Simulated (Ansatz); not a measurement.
# ¹²⁷I NMR of the central transition in CdI2

Cell: an entry of the Crystallography Open Database (COD) whose atoms were relaxed with PBE, the cell held.

```yaml
crystal:
  lattice:
    - [4.24400, 0.00000, 0.00000]
    - [-2.12200, 3.67541, 0.00000]
    - [0.00000, 0.00000, 6.85900]
  atoms:
    - { symbol: Cd, position: [0.00000, 0.00000, 0.00000] }
    - { symbol: I, position: [0.33333, 0.66667, 0.25249] }
    - { symbol: I, position: [0.66667, 0.33333, 0.74751] }
```

Atoms are numbered from 1 in the order listed; like atoms form one site, named after its first atom.

The numbers come from a DFT calculation in Ansatz (PBE, plane waves and PAW, scalar-relativistic, 420 eV cutoff, Γ-centred 8×8×4 k-points, Fermi–Dirac smearing 0.02 eV).

¹²⁷I has I = 5/2 and Q = -688.2 mb (Pyykkö 2018); at 18.8 T its Larmor frequency is ν₀ = 161.3 MHz (from the bare nuclear moment; shielding lowers the observed one by a per cent or two). Only the quadrupole interaction is simulated: positions count from each site's isotropic chemical shift, and shift anisotropy, dipolar and J coupling are left out.

Simulated pattern of one I site (static powder, Gaussian broadening 40 kHz):

offset (kHz), height and a bar:
```
   -673.8          2 
   -627.0         83 #########################
   -580.2        100 ##############################
   -533.4         63 ###################
   -486.6         51 ###############
   -439.8         44 #############
   -393.0         40 ############
   -346.2         38 ###########
   -299.4         36 ##########
   -252.6         35 ##########
   -205.8         33 ##########
   -159.0         33 ##########
   -112.2         32 #########
    -65.4         32 #########
    -18.6         31 #########
     28.2         26 #######
     75.0         27 ########
    121.8         29 ########
    168.6         31 #########
    215.4         36 ###########
    262.2         44 #############
    309.0         71 #####################
    355.8         59 #################
    402.6          1
```

Question: Which |C_Q| and η does the pattern imply?

Answer: The pattern spans 968 kHz before broadening and its centre of gravity is at -186 kHz, which fixes P_Q; the places of the horns and steps fix η. That gives P_Q = 70.7 MHz, |C_Q| = 70.7 MHz and η = 0.00. The sign of C_Q can't be read from the pattern.

An axis of threefold or higher order runs through I, so V_zz lies along it and η is zero.

Without spin–orbit coupling the gradients at and beside I can be off by some per cent, at some sites by more.

The relaxation (4 steps) took 20 s of wall time (20 s of CPU time) and 0.55 GiB at its peak, on 1 thread of Intel Xeon Platinum 8375C CPU @ 2.90GHz (Ice Lake) (x86_64; 48 cores open to the job, memory cap 3.0 GiB, no GPU), a shared host with a load of 0.6 a core.
